The indirect gap of a crystal is the energy between the highest filled and the lowest empty state, wherever each sits in momentum space. The direct gap is the smallest such energy at one and the same momentum. Both were read here from Kohn–Sham bands along lines between special points, for tin monoxide, SnO, in one fixed cell. Seven functionals were used: two forms of the local density approximation (LDA and LDA-PZ), four gradient-corrected ones (PBE, PBEsol, PW91 and WC) and the meta-functional r2SCAN.

ABINIT 10.8.3, plane-wave DFT with PAW datasets for SnO (P4/nmm) in one fixed cell, without spin polarisation, spin–orbit coupling or dispersion correction. The density uses a 7 × 7 × 6 k mesh and Fermi–Dirac smearing of 0.05 eV; gaps are read from bands along Γ–X–M–Γ–Z–R–A–Z. Datasets ending in "sp" keep the Sn 4d electrons in the core.

| functional | potentials | wave cutoff | gap on path (eV) | direct gap on path (eV) |
| --- | --- | --- | --- | --- |
| LDA | JTH-PAW-LDA-v2.0-sp | 625.862 eV | 0.213 | 1.941 |
| PBE | JTH-PAW-PBE-v2.0-sp | 625.862 eV | 0.141 | 1.964 |
| PBEsol | JTH-PAW-PBE-v2.0-sp | 625.862 eV | 0.102 | 1.887 |
| r2SCAN | JTH-PAW-PBE-v2.0 | 761.919 eV | 0.294 | 2.322 |
| LDA-PZ | JTH-PAW-LDA-v2.0 | 625.862 eV | 0.221 | 1.977 |
| PW91 | JTH-PAW-PBE-v2.0 | 761.919 eV | 0.194 | 2.030 |
| WC | JTH-PAW-PBE-v2.0 | 761.919 eV | 0.138 | 1.946 |

Every level gives the same qualitative picture, a small indirect gap far below a direct gap of about 2 eV. The indirect gap runs from 0.102 eV with PBEsol to 0.294 eV with r2SCAN. The measured value is recalled as roughly 0.7 eV, so even the best row is short by about 0.4 eV and the worst by about 0.6 eV. Changing the functional within this set moves the answer by less than the error that remains.

What this means depends on the purpose. To establish that SnO is an insulator with an indirect gap, any of these levels serves in this cell. Their known error is to make gaps too small, yet a gap remains, and the direct gap lies at least 1.7 eV above it. For the number of thermally excited carriers in a pure crystal, none does. That number varies as exp(−E/2kT), where E is the gap, k is Boltzmann's constant and T the temperature. With kT about 0.026 eV at room temperature, a gap too small by 0.4 eV gives an exponent wrong by 0.4/0.052, or nearly 8, and a carrier density too high by more than a factor of a thousand.

The shortfall has a well-understood origin. LDA and gradient-corrected functionals let all electrons, in filled and empty states alike, move in one common local potential. The true gap also contains a jump of the exchange–correlation potential when an electron is added, and these functionals leave that jump out. r2SCAN depends on the kinetic-energy density of the orbitals, so its potential acts differently on different orbitals and recovers a part of the jump. Hybrid functionals and quasiparticle methods go further in this direction, and they are the better choice when the gap itself is the goal.

r2SCAN is indeed highest in both gaps. Against PW91, with the same type of atomic dataset and the same cutoff, it raises the indirect gap by 0.100 eV and the direct gap by 0.292 eV. A rigid upward shift of all empty states would have raised both equally, so one gap cannot be corrected by the error found for the other. The r2SCAN run used a dataset made for PBE, as did those with PBEsol, PW91 and WC, and it also gave a warning about regions of very low density. Its total energy also lies more than a thousand eV above that of PW91, mostly through the PAW term and for a cause not shown here, so that energy should not be used. The size of its step in the gap is therefore uncertain, while the direction is the one expected of such a functional.

Below r2SCAN the levels do not form a rising ladder. Going from LDA to PBE lowers the indirect gap by 0.072 eV but raises the direct gap by 0.023 eV. A gradient correction shifts each state according to where its electrons sit, and the change in a gap is the difference of two such shifts, so it can take either sign. A more elaborate functional is therefore not automatically one with a larger gap.

For the indirect gap, a setting that is easily overlooked matters more than any of these steps. The self-consistent density is computed on a regular mesh of momenta, and a gap can be read from that mesh as well. In these runs the mesh gap exceeds the path gap by 0.22 to 0.25 eV in every row, which is more than the whole spread of 0.19 eV between the functionals. The error also flatters the method: r2SCAN shows 0.51 eV on the mesh, which looks closer to experiment only because the true band edge was missed.

The cause lies in counting. The lowest empty state of SnO is known to sit at M, the corner of the zone in the plane of the layers, half a reciprocal-lattice vector along each in-plane direction. A mesh with seven divisions that starts at the zone centre Γ contains 3/7 and 4/7 but never 1/2. It holds Γ, where PBE has its highest filled mesh state, but it stops short of M. The mesh therefore sees the valence edge well and the conduction edge from part of the way up its slope.

The PBE bands allow an estimate of the missed piece. On the diagonal through M, the two nearest mesh points lie at distances in the ratio 1 to 3, and their lowest empty states are at 3.14 and 4.35 eV. If the band is a parabola with its minimum at M, its height above M grows as 1 to 9. The difference of 1.21 eV then equals eight times the height of the nearer point, which gives 1.21/8, or 0.15 eV.

The actual excess of the PBE mesh gap is 0.24 eV, so the parabola gives the right size but recovers only some 60% of it. A band that flattens away from its minimum would produce such an underestimate, because the outer point then lies below the parabola. The filled band may also peak slightly away from Γ, as the occupations show that it does in the LDA run, and this would add to the excess. The estimate is good enough to warn of the error, not to correct it.

The direct gap provides a control. On the same mesh it agrees with the path value to within 0.04 eV in every row; for r2SCAN the two are 2.358 and 2.322 eV. In the LDA and LDA-PZ rows the mesh value is the lower of the two, so there the path slightly overstates the smallest direct gap. The mesh is thus fine enough for the direct gap, but misses the one point that decides the indirect gap. A mesh that starts at Γ and has eight in-plane divisions would contain M, at the price of 64/49, or about 1.3 times as many points before symmetry is used. A band path through M, computed with the density already in hand, removes the problem without changing the mesh.

A smaller trap lies in the atomic datasets. LDA, PBE and PBEsol were run with the 4d electrons of tin frozen in the core, while the other four rows treat them as valence electrons. Closely related functionals on the two sides differ by 0.008 eV (LDA and LDA-PZ), 0.036 eV (PBEsol and WC) and 0.053 eV (PBE and PW91). The last two pairs also differ in cutoff, and their functionals are similar rather than identical, so these shifts cannot be assigned to the 4d electrons alone.

The two larger shifts are nevertheless about as large as the effect of the choice between gradient-corrected functionals, which changes the gap by 0.039 eV from PBEsol to PBE and by 0.056 eV from WC to PW91. The agreement of PBE and WC to 0.003 eV, across the two kinds of dataset, is therefore no sign that the two functionals are equivalent. A difference of a few hundredths of an eV should be read only between runs that treat the 4d electrons alike and share a cutoff.

The fuller treatment has a price that can be judged from scaling. It doubles the number of occupied bands, and the higher cutoff used for r2SCAN, PW91 and WC adds about a third more plane waves. The work then rises by a factor between about 3 and 5, depending on whether it grows with the number of bands or with its square. That is a poor bargain if the aim is only to confirm an indirect gap. Whether r2SCAN needs it for its larger gap is open, since the table has no r2SCAN run with frozen 4d electrons. The printed analysis after this section lists these ratios and the differences between the levels.

All this holds for one frozen geometry, which isolates the effect of the functional but suits the functionals unequally. In this cell PBE is under a pressure of about 4 GPa and would expand, whereas LDA is under tension of about 2.6 GPa and would contract. PBE also lacks most of the dispersion attraction between the layers, so its own spacing is expected to come out too wide. The gap of SnO is known to narrow as its layers approach, since the empty tin states at M are bonding across the space between them and fall, while the highest filled states near Γ are antibonding there and rise. Through the layer spacing alone, letting each functional choose its own cell should therefore lower the LDA gap and raise the PBE gap; the in-plane edges and the atomic positions would relax too, with effects not tested here. Whether that reverses their order, and how far spin–orbit coupling, absent here, would shift a gap of only 0.1 to 0.3 eV, are the questions to settle before any of these functionals is preferred for SnO.

The analysis program printed:

```
Gaps and pressure in the fixed cell:
     row  mesh gap (eV)  mesh gap less path gap (eV)  direct less indirect gap (eV)  pressure (GPa)
     LDA         0.4596                       0.2466                          1.728          -2.642
     PBE         0.3796                       0.2387                          1.823           4.121
  PBEsol         0.3536                       0.2516                          1.785          0.1715
  r2SCAN         0.5148                       0.2208                          2.028          -1.086
  LDA-PZ         0.4668                       0.2458                          1.756          -3.661
    PW91         0.4257                       0.2317                          1.836           2.394
      WC         0.3821                       0.2441                          1.808          -1.329
Spread of the indirect path gap over all rows (eV): 0.192
Spread of the direct path gap over all rows (eV): 0.435
Smallest excess of mesh gap over path gap (eV): 0.2208
Largest excess of mesh gap over path gap (eV): 0.2516
PBE estimate of the drop from the nearest mesh point to M, parabola (eV): 0.1513
PBE excess of mesh gap over path gap (eV): 0.2387
Frozen 4d, indirect gap, LDA less PBE (eV): 0.072
Frozen 4d, direct gap, LDA less PBE (eV): -0.023
Frozen 4d, indirect gap, PBE less PBEsol (eV): 0.039
Valence 4d, indirect gap, LDA-PZ less PW91 (eV): 0.027
Valence 4d, indirect gap, PW91 less WC (eV): 0.056
Valence 4d, indirect gap, r2SCAN less PW91 (eV): 0.1
Valence 4d, direct gap, r2SCAN less PW91 (eV): 0.292
Valence 4d, indirect gap, r2SCAN less WC (eV): 0.156
Across families, indirect gap, LDA-PZ less LDA (eV): 0.008
Across families, indirect gap, PW91 less PBE (eV): 0.053
Across families, indirect gap, WC less PBEsol (eV): 0.036
Across families, indirect gap, PBE less WC (eV): 0.003
Shortfall of the largest gap against roughly 0.7 eV (eV): 0.406
Shortfall of the smallest gap against roughly 0.7 eV (eV): 0.598
Plane waves, higher cutoff over lower (ratio): 1.343
Occupied bands, valence 4d over frozen 4d (ratio): 2
Work growing as bands times plane waves (ratio): 2.686
Work growing as bands squared times plane waves (ratio): 5.373
```
